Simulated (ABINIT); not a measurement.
# BaTiO3 (P1) in ABINIT: reference runs

Aim: a first look at BaTiO3 with PBE, on the cell as given.

Everything below comes from runs of ABINIT 10.8.3 (patched build). Logs are shortened: lines on timing, memory, paths and dates and some standing lists are left out, and cuts for length are marked. The log counts tension as positive stress, the text compression.

### 1 Starting point

The typed cell holds 10 atoms: a = 3.803 Å, b = 4.131 Å, c = 7.975 Å, α = 89.10°, β = 88.33°, γ = 89.36°.

### 2 Single point, PBE

Contents of run.abi:

```
# Pseudopotentials
pp_dirpath "./"
pseudos "Ba.GGA_PBE-JTH.xml, Ti.GGA_PBE-JTH.xml, O.GGA_PBE-JTH.xml"

# Structure
structure "poscar:POSCAR"
natom 10
chkprim 0
chksymtnons 0
tolsym 1.0e-6

# Plane-wave basis
ecut 23.0
pawecutdg 45.0
pawxcdev 0
pawovlp -1

# k points
kptopt 1
ngkpt 7 7 4
nshiftk 1
shiftk 0.0 0.0 0.0

# Exchange and correlation
ixc 11

# Bands and occupations
nband 48
occopt 3
tsmear 0.05 eV

# SCF cycle
nstep 100
tolvrs 1.0e-9

# Output
iomode 3
prtwf 0
prtden 0
prteig 0
prtebands 0
enunit 2
prtvol 2
```

Contents of POSCAR:

```
BaTiO3
1.0
   -3.8026815600     -0.0565824300     -0.0218151200
   -0.0219143800     -0.0316798600     -4.1303348800
   -0.1131648500     -7.9735119900     -0.0630727200
Ba Ti O
2 2 6
Direct
    0.0448632200      0.9091655200      0.4951147700  Ba
    0.0081490700      0.9218096000      0.0244139700  Ba
    0.4571922900      0.5205716900      0.2053866900  Ti
    0.5023170900      0.4706432600      0.7622527500  Ti
    0.4814408900      0.0399323300      0.2403903200  O
    0.4562898900      0.0729788900      0.6935651600  O
    0.5380255000      0.5405856500      0.4498035800  O
    0.5290554000      0.5579957200      0.0305001400  O
    0.9820232500      0.4573982800      0.2603804500  O
    0.0006434100      0.5089190600      0.8381921600  O
```

Potentials or basis: JTH PAW PBE v2.0.

Started as:

```
$ mpirun --bind-to none -np 4 abinit run.abi > log 2>&1
```

run.abo:

```text
.Version 10.8.3 of ABINIT
 Symmetries : space group P1 (#  1); Bravais aP (primitive triclinic)
================================================================================
 Values of the parameters that define the memory need of the present run
     intxc =       0    ionmov =       0      iscf =      17    lmnmax =      18
     lnmax =       6     mgfft =      72  mpssoang =       3    mqgrid =    4549
     natom =      10  nloc_mem =       2    nspden =       1   nspinor =       1
    nsppol =       1      nsym =       1    n1xccc =       1    ntypat =       3
    occopt =       3   xclevel =       2
       mpw =        4471          nfft =       82944          nkpt =          99
Pmy_natom=         3
 PAW method is used; the additional fine FFT grid is defined by:
   mgfftf=        96    nfftf =    207360
================================================================================
================================================================================

--------------------------------------------------------------------------------
------------- Echo of variables that govern the present computation ------------
--------------------------------------------------------------------------------
 -outvars: echo values of preprocessed input variables --------
            acell      1.0000000000E+00  1.0000000000E+00  1.0000000000E+00 Bohr
              amu      1.37327000E+02  4.78800000E+01  1.59994000E+01
          chkprim           0
      chksymtnons           0
             ecut      2.30000000E+01 Hartree
           enunit           2
              ixc          11
         kptrlatt        7    0    0      0    7    0      0    0    4
          kptrlen      5.03085827E+01
            natom          10
            nband          48
            ngfft          32      36      72
          ngfftdg          45      48      96
             nkpt          99
            nstep         100
             nsym           1
           ntypat           3
           occopt           3
        pawecutdg      4.50000000E+01 Hartree
          pawovlp     -1.0000000000E+00
         pawxcdev           0
           prtden           0
        prtebands           0
           prteig           0
           prtvol           2
            prtwf           0
            rprim     -7.1860266924E+00 -1.0692529624E-01 -4.1224602204E-02
                      -4.1412176419E-02 -5.9866259107E-02 -7.8052017315E+00
                      -2.1385057358E-01 -1.5067753923E+01 -1.1919016682E-01
          spgroup           1
           tolsym      1.00000000E-06
           tolvrs      1.00000000E-09
           tsmear      1.83746611E-03 Hartree
            typat      1  1  2  2  3  3  3  3  3  3
           useylm           1
           xangst     -2.4655392678E-01 -3.9791442614E+00 -3.7873649907E+00
[... 3041 lines left out ...]

--- !EnergyTerms
iteration_state     : {dtset: 1, }
comment             : Components of total free energy in Hartree
kinetic             :  8.07444086995074E+01
hartree             :  6.64132489920316E+01
xc                  : -4.40280465647521E+01
Ewald energy        : -2.00407360264464E+02
psp_core            :  1.91191405769554E+01
local_psp           : -1.95955874970098E+02
PAW spherical_terms :  7.99154361052014E+00
internal            : -2.66122939920300E+02
'-kT*entropy'       : -5.15395844588524E-05
total_energy        : -2.66122991459884E+02
total_energy_eV     : -7.24157550955081E+03
...

--- !EnergyTermsDC
iteration_state     : {dtset: 1, }
comment             : '"Double-counting" decomposition of free energy'
band_energy         : -2.78373949232556E+01
Ewald energy        : -2.00407360264464E+02
psp_core            :  1.91191405769554E+01
xc_dc               : -6.28931948444207E+01
PAW spherical_terms :  5.89586396211078E+00
internal            : -2.66122945493074E+02
'-kT*entropy'       : -5.15395844588524E-05
total_energy_dc     : -2.66122997032658E+02
total_energy_dc_eV  : -7.24157566119372E+03
...

--- !EnergyTermsWithPAWCore
iteration_state     : {dtset: 1, }
comment             : 'Components of total free energy, including PAW core contributions'
Total energy        : -1.84307252039905E+04
Total energy DC     : -1.84307252095633E+04
Total energy (eV)   : -5.01525582319323E+05
Total energy DC (eV): -5.01525582470966E+05
...

 Cartesian components of stress tensor (hartree/bohr^3)
  sigma(1 1)= -1.12545374E-03  sigma(3 2)=  1.29292227E-05
  sigma(2 2)= -2.10664701E-03  sigma(3 1)=  4.54314808E-05
  sigma(3 3)= -7.69388432E-04  sigma(2 1)=  2.57123878E-04

-Cartesian components of stress tensor (GPa)         [Pressure=  3.9243E+01 GPa]
- sigma(1 1)= -3.31119923E+01  sigma(3 2)=  3.80390863E-01
- sigma(2 2)= -6.19796949E+01  sigma(3 1)=  1.33664031E+00
- sigma(3 3)= -2.26361892E+01  sigma(2 1)=  7.56484567E+00

== END DATASET(S) ==============================================================
================================================================================

 -outvars: echo values of variables after computation  --------
            acell      1.0000000000E+00  1.0000000000E+00  1.0000000000E+00 Bohr
           etotal     -2.6612299703E+02
            fcart      4.1802798875E-02  4.3824023520E-02 -3.9692666870E-02
                       1.1757703229E-02 -8.1248093531E-03 -1.2244926632E-01
                       4.5654141045E-02 -5.2393981498E-01  9.6695901410E-02
                      -2.3618962472E-03  4.0478798420E-02  8.3048501208E-03
                      -3.7583461296E-03  2.7706716985E-02  3.3601515516E-02
                      -3.4574788645E-02 -6.5613700379E-02  4.2480645067E-03
                       5.2947302728E-03 -1.0889170735E-01  1.4097700202E-02
                      -4.8564443235E-02  4.7700466106E-01 -1.2837055512E-02
                      -6.7550632957E-03  4.1658716473E-02 -1.6044667844E-02
                      -8.4948358691E-03  7.5897115603E-02  3.4075624792E-02
            rprim     -7.1860266924E+00 -1.0692529624E-01 -4.1224602204E-02
                      -4.1412176419E-02 -5.9866259107E-02 -7.8052017315E+00
                      -2.1385057358E-01 -1.5067753923E+01 -1.1919016682E-01
           strten     -1.1254537416E-03 -2.1066470101E-03 -7.6938843162E-04
                       1.2929222653E-05  4.5431480812E-05  2.5712387810E-04
           xangst     -2.4655392678E-01 -3.9791442614E+00 -3.7873649907E+00
                      -5.3952007335E-02 -2.2432897578E-01 -3.8090999720E+00
                      -1.7732072504E+00 -1.6800139243E+00 -2.1730634106E+00
                      -2.0067260088E+00 -6.1211636757E+00 -2.0029497347E+00
                      -1.8588452214E+00 -1.9452612449E+00 -1.9059865757E-01
                      -1.8152116351E+00 -5.5582800709E+00 -3.5512631471E-01
                      -2.1086882017E+00 -3.6340827062E+00 -2.2729071919E+00
                      -2.0275088878E+00 -2.9080569841E-01 -2.3181743190E+00
                      -3.7738112186E+00 -2.1462022153E+00 -1.9270539282E+00
                      -1.0845321907E-01 -6.6994941280E+00 -2.1548872401E+00
             xred      4.4863220000E-02  9.0916552000E-01  4.9511477000E-01
                       8.1490700000E-03  9.2180960000E-01  2.4413970000E-02
                       4.5719229000E-01  5.2057169000E-01  2.0538669000E-01
                       5.0231709000E-01  4.7064326000E-01  7.6225275000E-01
                       4.8144089000E-01  3.9932330000E-02  2.4039032000E-01
                       4.5628989000E-01  7.2978890000E-02  6.9356516000E-01
                       5.3802550000E-01  5.4058565000E-01  4.4980358000E-01
                       5.2905540000E-01  5.5799572000E-01  3.0500140000E-02
                       9.8202325000E-01  4.5739828000E-01  2.6038045000E-01
                       6.4341000000E-04  5.0891906000E-01  8.3819216000E-01
 Calculation completed.
```

It took 9 min on 4 MPI ranks of Arm Neoverse V2, shared host; peak memory 1 GiB.

What came out:

- Free energy: -7241.5757 eV
- Pressure: 39.2 GPa
- Largest force: 27.497 eV/Å
- Band gap on the k mesh: 0.34 eV, indirect (least direct gap 0.46 eV)

Forces on the atoms (eV/Å):
```
Ba    2.150   2.254  -2.041
Ba    0.605  -0.418  -6.297
Ti    2.348 -26.942   4.972
Ti   -0.121   2.082   0.427
O    -0.193   1.425   1.728
O    -1.778  -3.374   0.218
O     0.272  -5.599   0.725
O    -2.497  24.529  -0.660
O    -0.347   2.142  -0.825
O    -0.437   3.903   1.752
```

Levels at points of the mesh, in eV from the valence-band top:
| k point | band 36 | band 37 | band 38 | band 39 | band 40 | band 41 | band 42 | band 43 | band 44 | band 45 |
| --- | --- | --- | --- | --- | --- | --- | --- | --- | --- | --- |
| (0.00, 0.00, 0.00) | -1.41 | -1.33 | -1.26 | -0.57 | -0.08 | 0.37 | 1.44 | 2.05 | 2.23 | 2.39 |
| (0.00, 0.00, 0.50) | -1.55 | -1.37 | -1.26 | -0.55 | -0.12 | 0.34 | 1.44 | 2.04 | 2.18 | 2.38 |

Caveat: this set's barium file shifts pressures by 1.5 GPa and gaps by 0.1 eV against other sets; the atomic spheres overlap; so large a pressure means that the cell lies far from this level's equilibrium, or that cutoff or potentials fall short; spin-orbit coupling is left out, which moves the levels of the heavy elements; an odd mesh through Γ misses points on the zone boundary, where band edges often lie; forces of over 1 eV/Å show positions far from the minimum, so gaps and moduli don't describe the material at rest.
